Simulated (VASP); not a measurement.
For cubic CsBr (CsCl type), LDA (Ceperley-Alder, Perdew-Zunger), VASP's LDA PAW potentials (set 64) (VASP) gives ε∞ = 3.37, a static ε₀ = 7.01 and a transverse optical mode at 82 cm⁻¹.

Problem. Estimate the longitudinal optical frequency at Γ.

Solution. By the Lyddane-Sachs-Teller relation, ω_LO = ω_TO √(ε₀/ε∞) = 82 × √(7.01/3.37) = 118 cm⁻¹.

Measured: ε∞ 2.79 at 297 K (computed value off by +20.9 %), as given by H. H. Li, Journal of Physical and Chemical Reference Data (1976), doi:10.1063/1.555536 [long-wavelength limit of the electronic terms of a dispersion formula fitted to measured refractive indices over 0.21-55.0 um; lattice terms left out].

The compound is CsBr in the CsCl type structure. It was relaxed first, which changed the volume by -10 %.
